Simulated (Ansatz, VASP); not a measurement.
**One calculation of BaS, two programs**

Contents of INCAR:

```
SYSTEM = BaS
PREC = Accurate
ENCUT = 520
EDIFF = 1E-7
ISMEAR = 0
SIGMA = 0.05
LREAL = .FALSE.
LASPH = .TRUE.
NELM = 100
ALGO = Normal
ISIF = 2
LWAVE = .FALSE.
LCHARG = .TRUE.
GGA = RP
IVDW = 13
LELF = .TRUE.
LVHAR = .TRUE.
NBANDS = 15
```

Contents of KPOINTS:

```
regular mesh
0
G
  6 6 6
  0 0 0
```

The input POSCAR:

```
BaS
1.0
    0.0000000000      3.1840284542      3.1840284542
    3.1840284542      0.0000000000      3.1840284542
    3.1840284542      3.1840284542      0.0000000000
Ba S
1 1
Direct
    0.5000000000      0.5000000000      0.5000000000
    0.0000000000      0.0000000000      0.0000000000
```

Input for Ansatz:

```yaml
crystal:
  lattice:
    - [0.0, 3.1840284542, 3.1840284542]
    - [3.1840284542, 0.0, 3.1840284542]
    - [3.1840284542, 3.1840284542, 0.0]
  atoms:
    - { symbol: Ba, position: [0.5, 0.5, 0.5] }
    - { symbol: S, position: [0.0, 0.0, 0.0] }
basis:
  ecutwfc: 420
  ecutrho_ratio: 4
kpoints:
  mp_grid: { grid: [6, 6, 6] }
hamiltonian:
  xc: rpbe
  dispersion: d4
scf:
  occupations: { method: gaussian, width: 0.05 }
output:
  forces: true
  stress: true
  eigenvalues: true
```

Alike in both runs: task single point; functional RPBE; dispersion D4; k mesh 6 × 6 × 6; occupations gaussian, width 0.05 eV; no spin polarisation.

|  | VASP | Ansatz |
| --- | --- | --- |
| version | VASP 6.6.1 | Ansatz 0.2.0 |
| potentials or method | VASP PAW PBE potentials, release 64 (Ba_sv, S) | scalar-relativistic, plane waves, PAW |
| plane-wave cutoff (eV) | 520 | 420 |
| valence electrons in the cell | 16 | 16 |

```csv
,VASP,Ansatz,Ansatz less VASP
gap on the k mesh at the Fermi level (eV),2.23,2.34,+0.106
least direct gap on the mesh (eV),2.36,2.44,+0.073
pressure (GPa),1.5,0.9,-0.62
dispersion energy (meV/atom),-395.3,-395.5,-0.17
```

Caveats: the PAW data sets were made with another functional, which shifts forces and pressure a little (VASP); spin-orbit coupling is left out, which moves the levels of the heavy elements. A k mesh can miss the band edges. As with any semilocal functional, this RPBE gap is likely too small.
